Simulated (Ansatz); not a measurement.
# 6-layer blue phosphorene (AA') in a perpendicular field

What dipole does a perpendicular field induce in the 6-layer blue phosphorene (AA'), and does the gap follow? A positive field points along +c.

Program: Ansatz 0.2.0. Level of theory: plane-wave DFT, PBE-D3(BJ), Ansatz PAW. Results are calculated unless marked as measured.

### 1. The starting structure

The cell holds 12 atoms: 12 P. Its edges and angles: a = 3.280 Å, b = 3.280 Å, c = 77.840 Å, α = 90.0°, β = 90.0°, γ = 120.0°. Regions: layer 1: blue phosphorene, 2 atoms (2 P); layer 2: blue phosphorene, 2 atoms (2 P); layer 3: blue phosphorene, 2 atoms (2 P); layer 4: blue phosphorene, 2 atoms (2 P); layer 5: blue phosphorene, 2 atoms (2 P); layer 6: blue phosphorene, 2 atoms (2 P). Vacuum lies along c.

Structure file:

```cif
data_structure
_symmetry_space_group_name_H-M 'P 1'
_symmetry_Int_Tables_number 1
_cell_length_a 3.2800
_cell_length_b 3.2800
_cell_length_c 77.8400
_cell_angle_alpha 90.000
_cell_angle_beta 90.000
_cell_angle_gamma 120.000
_cell_volume 725.24
loop_
_atom_site_label
_atom_site_type_symbol
_atom_site_fract_x
_atom_site_fract_y
_atom_site_fract_z
_atom_site_occupancy
P1 P 0.66667 0.33333 0.34943 1
P2 P 0.33333 0.66667 0.36536 1
P3 P 0.33333 0.66667 0.40647 1
P4 P 0.66667 0.33333 0.42240 1
P5 P 0.66667 0.33333 0.46351 1
P6 P 0.33333 0.66667 0.47945 1
P7 P 0.33333 0.66667 0.52055 1
P8 P 0.66667 0.33333 0.53649 1
P9 P 0.66667 0.33333 0.57760 1
P10 P 0.33333 0.66667 0.59353 1
P11 P 0.33333 0.66667 0.63464 1
P12 P 0.66667 0.33333 0.65057 1
```

### 2. Relaxation

The starting cell is a guess, so the in-plane lattice and the atoms are relaxed first, with the slab cut off from its images along the normal.

Contents of input.yaml:

```yaml
crystal:
  lattice:
    - [3.28, 0.0, 0.0]
    - [-1.64, 2.8405633244, 0.0]
    - [0.0, 0.0, 77.8399999985]
  atoms:
    - { symbol: P, position: [0.6666666667, 0.3333333333, 0.3494347379] }
    - { symbol: P, position: [0.3333333333, 0.6666666667, 0.365364851] }
    - { symbol: P, position: [0.3333333333, 0.6666666667, 0.4064748201] }
    - { symbol: P, position: [0.6666666667, 0.3333333333, 0.4224049332] }
    - { symbol: P, position: [0.6666666667, 0.3333333333, 0.4635149024] }
    - { symbol: P, position: [0.3333333333, 0.6666666667, 0.4794450154] }
    - { symbol: P, position: [0.3333333333, 0.6666666667, 0.5205549846] }
    - { symbol: P, position: [0.6666666667, 0.3333333333, 0.5364850976] }
    - { symbol: P, position: [0.6666666667, 0.3333333333, 0.5775950668] }
    - { symbol: P, position: [0.3333333333, 0.6666666667, 0.5935251799] }
    - { symbol: P, position: [0.3333333333, 0.6666666667, 0.634635149] }
    - { symbol: P, position: [0.6666666667, 0.3333333333, 0.6505652621] }
  periodic: [true, true, false]
kpoints:
  mp_grid: { grid: [12, 12, 1] }
hamiltonian:
  xc: pbe
  dispersion: d3bj
scf:
  occupations: { method: fermi_dirac, width: 0.05 }
  convergence: { dr2_threshold: 1.0e-09 }
relax:
  f_tol: 0.004
  max_steps: 90
  cell: {}
output:
  write_potential: true
  write_density: true
  volumetric_format: npy
```

Launch:

```
$ ansatz run input.yaml --threads 4 --pin off --max-ram 8192MiB --backend cpu --events-out ev --progress --plain --runs-dir out
```

Numbers of over 12 decimals in the logs are rounded to 6 here.

Log:

```text
Warning: relax.cell: scf.convergence.dr2_threshold = 1e-9 eV is looser than the 1.0731210364e-10 eV advised for a relaxation that steers and ends on the stress (1e-10 eV for each atom of the cell: 12, times the square of relax.cell.stress_2d_tol = 0.05 N/m over 33.4 Å (the atoms' height at the walk's start and 5 Å past either face), 1.495e-2 GPa, over a crystal's default 0.05). What an SCF threshold leaves in a stress goes as its square root, and in the free energy as the threshold itself, and one threshold admits the most on a small cell: [figures from the program's tests cut] Set scf.convergence.dr2_threshold to 1.0731210364e-10 eV or tighter. [rest of the remark cut]
Engine: ansatz 0.2.0, aarch64-unknown-linux-gnu
Pseudopotentials: kind: paw
Pseudopotential: P, paw, valence charge 5, recommended cutoff 420 eV (normal), P.paw.azcp
Functional definition: PBE
  parameter kappa = 0.804
  parameter beta = 0.066725
  exchange = pbe_x(kappa = kappa, mu = beta*pi^2/3)
  correlation = pbe_c(beta = beta)
Crystal: 12 atoms, lattice volume = 725.239 Å³
Basis set: ecut = 420 eV, 14421 PW (Γ), exchange–correlation on 48×48×1080 points (8 copies of the dense FFT grid, shifted against one another)
Bands: 42, of which v1, the nominal top of the filled ones, is band 30 counted from 1 (29 counted from 0)
Symmetry: 12 space group operations
Space group: P-6m2 (ITA 187), of the structure as read, at distance tolerance 9.0e-5 Å
k-points: 19 of 144 (time reversal used)
Non-local potential: P, projectors of the file, l = 0: 2, l = 1: 2, l = 2: 2
PAW form: soft (Blöchl's): semilocal exchange-correlation on the pseudo side does not see the compensation charge
PAW one-centre angular grid: P, 110 points (default); XC on 64 Gauss nodes
Initial density: superposition of atomic densities (neutral atoms: chi_scale 0, normalization atom), corrected by the library's trained network
Initial wavefunctions: pseudopotential atomic-orbital guess
Functional: x = pbe(κ = 0.804, μ = 0.219515), c = pbe(β = 0.066725)
SCF iter   1: F=—  HF=-9070.483465 eV  |F-HF|=—  |Δ(HF+E_count)|=         —  Δρ=1.49e-3  dr2=1.41e-1  ethr=1.77e-3  ⟨swp⟩=12.8  Hψ=6350  notcnv=0  defer=5
preconditioner: auto → LDOS  [metal: Δε(μ)=0.083 eV  Ē_g=8.737 eV  σ=0.050 eV  W_gap=0.39  n_scr=44 (ndim 8)  ℏωp=10.7 eV  f_vac=0.645  D(μ)=2.92/eV (n_scr^D=20)  β→1.0]
SCF iter   2: F=—  HF=-9070.482452 eV  |F-HF|=—  |Δ(HF+E_count)|=   1.01e-3  Δρ=8.76e-4  dr2=3.98e-2  ethr=2.35e-4  ⟨swp⟩=3.7  Hψ=1542  notcnv=0  defer=45
SCF iter   3: F=—  HF=-9070.479822 eV  |F-HF|=—  |Δ(HF+E_count)|=   2.63e-3  Δρ=5.54e-4  dr2=2.08e-2  ethr=6.63e-5  ⟨swp⟩=2.8  Hψ=1332  notcnv=0  defer=45
SCF iter   4: F=—  HF=-9070.477844 eV  |F-HF|=—  |Δ(HF+E_count)|=   1.98e-3  Δρ=2.12e-4  dr2=3.65e-3  ethr=3.46e-5  ⟨swp⟩=2.3  Hψ=1064  notcnv=0  defer=45
SCF iter   5: F=—  HF=-9070.477592 eV  |F-HF|=—  |Δ(HF+E_count)|=   2.52e-4  Δρ=3.75e-5  dr2=1.20e-4  ethr=6.08e-6  ⟨swp⟩=2.5  Hψ=1159  notcnv=0  defer=45
SCF iter   6: F=—  HF=-9070.477603 eV  |F-HF|=—  |Δ(HF+E_count)|=   1.05e-5  Δρ=9.34e-6  dr2=6.34e-6  ethr=1.99e-7  ⟨swp⟩=2.8  Hψ=1475  notcnv=0  defer=45
SCF iter   7: F=—  HF=-9070.477597 eV  |F-HF|=—  |Δ(HF+E_count)|=   5.47e-6  Δρ=5.19e-6  dr2=1.07e-6  ethr=1.06e-8  ⟨swp⟩=3.2  Hψ=1699  notcnv=0  defer=45
SCF iter   8: F=—  HF=-9070.477606 eV  |F-HF|=—  |Δ(HF+E_count)|=   8.37e-6  Δρ=2.27e-6  dr2=1.83e-7  ethr=1.78e-9  ⟨swp⟩=2.6  Hψ=1381  notcnv=0  defer=44
SCF iter   9: F=—  HF=-9070.477606 eV  |F-HF|=—  |Δ(HF+E_count)|=   3.00e-9  Δρ=1.10e-6  dr2=1.95e-8  ethr=3.05e-10  ⟨swp⟩=3.2  Hψ=1599  notcnv=0  defer=44
SCF iter  10: F=—  HF=-9070.477606 eV  |F-HF|=—  |Δ(HF+E_count)|=   3.13e-9  Δρ=3.02e-7  dr2=2.37e-9  ethr=3.25e-11  ⟨swp⟩=2.8  Hψ=1475  notcnv=0  defer=44
SCF iter  11: F=-9070.477606 eV  HF=-9070.477606 eV  |F-HF|=5.26e-10  |Δ(HF+E_count)|=  7.24e-10  Δρ=5.07e-8  dr2=6.07e-11  ethr=1.67e-12  ⟨swp⟩=11.5  Hψ=6519  notcnv=0
SCF 1 converged in 11 iterations: F = -9070.477606 eV  dr2 = 6.07e-11
  greatest PAW one-centre occupation: 0.822 electrons in one spin orbital (limit 2), on the P atom at site 2 (counted from 0), in its partial waves of l = 0
relax step   1: F+E_penalty+E_count = -9070.47760578 eV  Δ(F+E_penalty+E_count) = +0.000e0 eV  max|allowed force component| = 4.265e-1 eV/Å  Δτ_max = 0.0000 Å  P = -2.949 N/m  Ω = 725.239 Å³  fix = [c, alpha, beta]  reactions: c +0.000 N/m  (11 SCF iters, accepted)
Crystal: 12 atoms, lattice volume = 725.541 Å³
Basis set: ecut = 420 eV, 14469 PW (Γ), exchange–correlation on 48×48×1080 points (8 copies of the dense FFT grid, shifted against one another)
Initial density: handed on by an earlier stage of this run
Initial wavefunctions: those handed on with the density
iter 1 solved again at ethr=1.95e-4 eV; its pass at ethr=3.10e-3 eV (dr2=1.17e-1 eV) is discarded
SCF iter   1: F=—  HF=-9070.598369 eV  |F-HF|=—  |Δ(HF+E_count)|=         —  Δρ=5.37e-3  dr2=1.18e-1  ethr=1.95e-4  ⟨swp⟩=3.3  Hψ=6785  notcnv=0  defer=1
preconditioner: auto → LDOS  [insulator: Δε(μ)=0.201 eV  Ē_g=8.789 eV  σ=0.050 eV  W_gap=0.51  n_scr=44 (ndim 8)  ℏωp=10.7 eV  f_vac=0.638  D(μ)=3.19/eV (n_scr^D=22)  ε∞_Penn≈2.5  β→1.0]
SCF iter   2: F=—  HF=-9070.605205 eV  |F-HF|=—  |Δ(HF+E_count)|=   6.84e-3  Δρ=1.28e-3  dr2=7.23e-2  ethr=1.95e-4  ⟨swp⟩=3.1  Hψ=1662  notcnv=0  defer=2
SCF iter   3: F=—  HF=-9070.607323 eV  |F-HF|=—  |Δ(HF+E_count)|=   2.12e-3  Δρ=1.34e-3  dr2=1.01e-1  ethr=1.21e-4  ⟨swp⟩=4.1  Hψ=2022  notcnv=0
SCF iter   4: F=—  HF=-9070.595062 eV  |F-HF|=—  |Δ(HF+E_count)|=   1.23e-2  Δρ=4.19e-4  dr2=8.82e-3  ethr=1.21e-4  ⟨swp⟩=2.2  Hψ=1200  notcnv=0  defer=2
SCF iter   5: F=—  HF=-9070.594329 eV  |F-HF|=—  |Δ(HF+E_count)|=   7.33e-4  Δρ=3.90e-5  dr2=6.97e-5  ethr=1.47e-5  ⟨swp⟩=2.5  Hψ=1166  notcnv=0  defer=2
SCF iter   6: F=—  HF=-9070.594364 eV  |F-HF|=—  |Δ(HF+E_count)|=   3.50e-5  Δρ=1.78e-5  dr2=2.45e-5  ethr=1.16e-7  ⟨swp⟩=3.1  Hψ=1840  notcnv=0  defer=2
SCF iter   7: F=—  HF=-9070.594364 eV  |F-HF|=—  |Δ(HF+E_count)|=   1.94e-7  Δρ=5.80e-6  dr2=2.10e-6  ethr=4.08e-8  ⟨swp⟩=2.4  Hψ=1083  notcnv=0  defer=2
SCF iter   8: F=—  HF=-9070.594370 eV  |F-HF|=—  |Δ(HF+E_count)|=   6.12e-6  Δρ=2.36e-6  dr2=1.01e-7  ethr=3.50e-9  ⟨swp⟩=2.8  Hψ=1437  notcnv=0  defer=2
SCF iter   9: F=—  HF=-9070.594370 eV  |F-HF|=—  |Δ(HF+E_count)|=   1.19e-9  Δρ=1.13e-6  dr2=6.29e-8  ethr=1.68e-10  ⟨swp⟩=3.1  Hψ=1787  notcnv=0  defer=2
SCF iter  10: F=—  HF=-9070.594370 eV  |F-HF|=—  |Δ(HF+E_count)|=   7.28e-9  Δρ=4.16e-7  dr2=1.00e-8  ethr=1.05e-10  ⟨swp⟩=2.3  Hψ=1096  notcnv=0  defer=2
[...]
relax step  11: F+E_penalty+E_count = -9071.03882284 eV  Δ(F+E_penalty+E_count) = -9.048e-4 eV  max|allowed force component| = 3.222e-2 eV/Å  Δτ_max = 0.1210 Å  P = +0.145 N/m  Ω = 710.464 Å³  energy of the carried Pulay correction = +6.500e-4 eV  fix = [c, alpha, beta]  reactions: c +0.000 N/m  (10 SCF iters, accepted)
relax step  12: F+E_penalty+E_count = -9071.03897674 eV  Δ(F+E_penalty+E_count) = -1.539e-4 eV  max|allowed force component| = 9.377e-3 eV/Å  Δτ_max = 0.0592 Å  P = -0.036 N/m  Ω = 711.119 Å³  energy of the carried Pulay correction = +6.209e-4 eV  fix = [c, alpha, beta]  reactions: c +0.000 N/m  (10 SCF iters, accepted)
relax step  13: F+E_penalty+E_count = -9071.03942334 eV  Δ(F+E_penalty+E_count) = -4.466e-4 eV  max|allowed force component| = 6.451e-3 eV/Å  Δτ_max = 0.0433 Å  P = -0.069 N/m  Ω = 711.242 Å³  energy of the carried Pulay correction = +6.154e-4 eV  fix = [c, alpha, beta]  reactions: c +0.000 N/m  (10 SCF iters, accepted)
relax step  14: F+E_penalty+E_count = -9071.03946450 eV  Δ(F+E_penalty+E_count) = -4.115e-5 eV  max|allowed force component| = 4.240e-3 eV/Å  Δτ_max = 0.0111 Å  P = +0.016 N/m  Ω = 710.934 Å³  energy of the carried Pulay correction = +6.291e-4 eV  fix = [c, alpha, beta]  reactions: c +0.000 N/m  (8 SCF iters, accepted)
relax step  15: F+E_penalty+E_count = -9071.03946734 eV  Δ(F+E_penalty+E_count) = -2.842e-6 eV  max|allowed force component| = 5.098e-4 eV/Å  Δτ_max = 0.0043 Å  P = -0.001 N/m  Ω = 711.000 Å³  energy of the carried Pulay correction = +6.261e-4 eV  fix = [c, alpha, beta]  reactions: c +0.000 N/m  (8 SCF iters, accepted)
Initial wavefunctions: pseudopotential atomic-orbital guess (no wavefunctions were taken with the density)
iter 1 solved again at ethr=1.75e-7 eV; its pass at ethr=3.10e-3 eV (dr2=1.05e-4 eV) is discarded
SCF iter   1: F=—  HF=-9071.038963 eV  |F-HF|=—  |Δ(HF+E_count)|=         —  Δρ=8.05e-6  dr2=4.37e-8  ethr=1.75e-7  ⟨swp⟩=6.1  Hψ=10148  notcnv=0
eigensolver tolerance schedule: the retry pair's looser diagonalisation over-reported the residual by 2407.37 of it (diagonalisation noise at 0.16 of the residual, at the tolerance the schedule requests for it); recorded, not acted on — ethr = c·dr2/N_el stays at c = 1.0e-1
SCF iter   2: F=—  HF=-9071.038964 eV  |F-HF|=—  |Δ(HF+E_count)|=   7.71e-7  Δρ=4.13e-6  dr2=1.11e-8  ethr=7.28e-11  ⟨swp⟩=4.9  Hψ=2670  notcnv=0
SCF iter   3: F=—  HF=-9071.038964 eV  |F-HF|=—  |Δ(HF+E_count)|=   1.28e-7  Δρ=5.72e-7  dr2=7.25e-9  ethr=1.86e-11  ⟨swp⟩=2.7  Hψ=1574  notcnv=0
SCF iter   4: F=-9071.038964 eV  HF=-9071.038964 eV  |F-HF|=6.55e-11  |Δ(HF+E_count)|=  2.11e-10  Δρ=1.84e-7  dr2=6.61e-10  ethr=1.67e-12  ⟨swp⟩=13.0  Hψ=7311  notcnv=0
SCF 16 converged in 4 iterations: F = -9071.038964 eV  dr2 = 6.61e-10
relax step  16: F+E_penalty+E_count = -9071.03896375 eV  Δ(F+E_penalty+E_count) = +5.036e-4 eV  max|allowed force component| = 4.603e-4 eV/Å  Δτ_max = 0.0000 Å  P = -0.019 N/m  Ω = 711.000 Å³  fix = [c, alpha, beta]  reactions: c +0.000 N/m  stress off target by 1.94e-2 N/m on what of the cell is left free  SCF on the basis re-selected at this cell (its energy is not comparable with the rows above)  (4 SCF iters)
basis re-selected at this cell: Δ(F+E_penalty+E_count) = +5.036e-4 eV, ΔP = -0.019 N/m vs the last step (what re-selecting the basis moved, of the pressure what is left beyond the Pulay correction that the steps carried, after the strain that the cell walked since its last selection, with what the two solves' SCF thresholds leave and, on support functions, any second-order correction that the steps lacked; it is no m [...]
WARN: The output density's exchange-correlation potential varies sharply where the density is thin. Do not read a vacuum level from v_tot or v_xc, or from such a field of the output density. On a cell that repeats whose density bears no net charge and no dipole along the vacuum's axis use v_es (v_loc + v_h of the components); under efield.dipole_correction with no amplitude use v_es + v_field, which holds any externa [...]
SCF converged after 4 iterations
Free energy (F): -9071.038964 eV
Harris-Foulkes:  -9071.038964 eV  (|F-HF|=6.55e-11)
Internal energy: -9071.038958 eV  (E = F + TS)
E sigma→0 (E₀):  -9071.038961 eV
Entropy (-TS):   -0.000006 eV (-0.000 meV/atom)
Fermi energy:    -4.998356 eV
--- Per-component energies (eV) ---
  E_band       = -685.168796
  E_kinetic    = 837.128020
  E_local      = -331743.310879  (includes V_loc(G=0)·N_el)
  E_nonlocal   = 408.505699
  E_hartree    = 165312.906125
  E_xc         = -733.233280
  E_vxc        = -722.732309  (∫ρ·V_xc dr)
  E_paw        = -6832.198829  (= ΣΔE_a)
  E_vpaw       = -90.566063  (= ΣTr[D̂ρ^β])
  E_aug_tail   = 0.000039  (compensation charges beyond the density's cutoff)
  E_ewald      = 163682.449721
  E_disp       = -3.285573  (pairwise vdW)
  E_smearing   = -0.000006  (= −TS)
  E_closure    = -0.000000  (closes the sum)
  Σ components = -9071.038964   (vs F -9071.038964, Δ=0.00e0)
--- Forces (eV/Å), atoms counted from 1 ---
  atom   1  P      0.00000000     0.00000000     0.00017200
  atom   2  P     -0.00000000    -0.00000000    -0.00018735
  atom   3  P     -0.00000000    -0.00000000     0.00032186
  atom   4  P      0.00000000     0.00000000    -0.00023847
  atom   5  P      0.00000000     0.00000000     0.00042685
  atom   6  P      0.00000000    -0.00000000    -0.00046031
  atom   7  P      0.00000000    -0.00000000     0.00046031
  atom   8  P      0.00000000     0.00000000    -0.00042685
  atom   9  P      0.00000000     0.00000000     0.00023847
  atom  10  P     -0.00000000    -0.00000000    -0.00032186
  atom  11  P     -0.00000000    -0.00000000     0.00018735
  atom  12  P      0.00000000     0.00000000    -0.00017200
  max |Σ_I F_I| component: 7.40e-17 eV/Å
--- 2D stress c σ (N/m, compression-positive) ---
       -0.019443      -0.000000       0.000000
       -0.000000      -0.019443       0.000000
        0.000000       0.000000       0.000000
  P = ½ c Tr σ = -0.0194 N/m
--- Band table (eV; the first three rows and the last of 19) ---
  k-point 0: bands = [... 26 lower, -6.1859, -6.1859, -6.0506, -5.7297, -2.2010, -2.2010, -2.1895, -2.1895, ... 8 higher]
  k-point 1: bands = [... 26 lower, -6.4448, -6.3886, -5.9905, -5.6815, -2.5199, -2.5033, -2.4821, -2.4610, ... 8 higher]
  k-point 2: bands = [... 26 lower, -6.6072, -6.2257, -5.8588, -5.5819, -3.2462, -3.2202, -3.1853, -3.1476, ... 8 higher]
  k-point 18: bands = [... 26 lower, -7.7238, -7.7025, -7.6839, -7.6765, -4.3744, -4.2902, -4.1698, -4.0342, ... 8 higher]
  the weakly bound empty levels are not read free of the cell's end (no_gap_told)
--- Relaxed structure (15 steps of the walk, 15 accepted, 1 SCFs on fresh bases) ---
  F+E_penalty+E_count = -9071.03896375 eV   max|allowed force component| = 4.603e-4 eV/Å   (the final SCF, on the basis selected at the relaxed cell)
  cell:  # Å, volume = 711.0004 Å³
    - [3.247642, 0, 0.0]
    - [-1.623821, 2.812541, 0.0]
    - [0.0, 0.0, 77.8399999985]
  atoms:
    - { symbol: P, position: [0.666667, 0.333333, 0.326570] }
    - { symbol: P, position: [0.333333, 0.666667, 0.342589] }
    - { symbol: P, position: [0.333333, 0.666667, 0.392826] }
    - { symbol: P, position: [0.666667, 0.333333, 0.408843] }
    - { symbol: P, position: [0.666667, 0.333333, 0.458942] }
    - { symbol: P, position: [0.333333, 0.666667, 0.474959] }
    - { symbol: P, position: [0.333333, 0.666667, 0.525041] }
    - { symbol: P, position: [0.666667, 0.333333, 0.541058] }
    - { symbol: P, position: [0.666667, 0.333333, 0.591157] }
    - { symbol: P, position: [0.333333, 0.666667, 0.607174] }
    - { symbol: P, position: [0.333333, 0.666667, 0.657411] }
    - { symbol: P, position: [0.666667, 0.333333, 0.673430] }
```

It took 4.8 min on 4 threads of Arm Neoverse V1, shared host; peak memory 1.3 GiB.

The steps of the relaxation:

```csv
step,energy less that of the first step (eV),largest force component (eV/Å),volume (Å³)
1,0.0000,0.4265,725.24
2,-0.1168,0.1603,725.54
3,-0.2128,0.1368,722.06
4,-0.3154,0.1090,717.68
5,-0.4090,0.1728,712.83
6,-0.4696,0.1914,709.06
7,-0.5095,0.1500,706.64
8,-0.5259,0.2071,716.64
9,-0.5507,0.0243,710.76
10,-0.5603,0.0256,710.94
11,-0.5612,0.0322,710.46
12,-0.5614,0.0094,711.12
13,-0.5618,0.0065,711.24
14,-0.5619,0.0042,710.93
15,-0.5619,0.0005,711.00
16*,-0.5614,0.0005,711.00
```

Relaxation steps marked * repeat the geometry before them on a plane-wave basis chosen anew for their cell, so energy and pressure can jump there.

The run keeps the 12 symmetry operations that it works with, so distortions that break them were not tested.

```csv
cell as run,before,after,change
a (Å),3.280,3.248,-1.0 %
b (Å),3.280,3.248,-1.0 %
```

The atoms that moved most (Å, along periodic axes as changes of fractional coordinates times the final cell, across vacuum about the mean position):

```csv
atom,dx,dy,dz,length
P12,0.000,0.000,1.780,1.780
P1,0.000,0.000,-1.780,1.780
P11,0.000,0.000,1.773,1.773
P2,0.000,0.000,-1.773,1.773
P3,0.000,0.000,-1.062,1.062
P10,0.000,0.000,1.062,1.062
P4,0.000,0.000,-1.056,1.056
P9,0.000,0.000,1.056,1.056
```

The lattice constant a goes from 3.280 to 3.248 Å.

(Continued in part 2 of 2.)

[Logs are printed without paths, hosts, clocks, repeated set-up lines and the standing remarks that a program may print on its own settings, such as how far it seeks lower states.]

[Hosts, paths, dates, database ids (printed as entryN), source tags and the programs' standing remarks are cut or masked in the printed files.]

[Maps of the electrostatic potential energy from Ansatz leave out the sawtooth potential of an applied field or a dipole correction, so their vacuum need not be flat; planar profiles and work functions include it.]
